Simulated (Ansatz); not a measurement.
ZnTe (zinc blende), conventional cell a = 6.0658 Å, b = 6.0658 Å, c = 6.0658 Å, α = 90.00°, β = 90.00°, γ = 90.00°. The calculation uses the primitive cell of 2 atoms, to which meshes and values per cell refer.

E(V) scan at fixed shape, V₀ the volume above. Symmetry pins the atoms to their sites.

Computed with PBEsol (plane waves to 420 eV, PAW, scalar-relativistic; Ansatz, a first-principles code). k mesh 9×9×9 (Γ-centred), Fermi-Dirac smearing 0.05 eV. Energies are smeared free energies. Stress and pressure are positive under compression. Spin-orbit coupling is left out, though Te is heavy. The PAW data are Ansatz's earlier set. ZnTe was relaxed with its symmetry unable to fall. ΔE is measured from the relaxed starting cell.

Task: Estimate the ΔE (meV/atom) and P (GPa) for V/V₀ = 0.893, 0.920, 1.027, 1.053, 1.080, 1.107, 1.133, 1.160.

Result: 
| V/V₀ | ΔE (meV/atom) | P (GPa) |
|---|---|---|
| 0.893 | 61.8 | 7.4 |
| 0.920 | 32.9 | 5.1 |
| 1.027 | 2.9 | -1.2 |
| 1.053 | 11.3 | -2.3 |
| 1.080 | 24.2 | -3.2 |
| 1.107 | 41.1 | -4.0 |
| 1.133 | 61.4 | -4.7 |
| 1.160 | 84.6 | -5.3 |

(A scan under strain: stresses follow from slopes of the energy per volume, elastic moduli from its curvatures.)
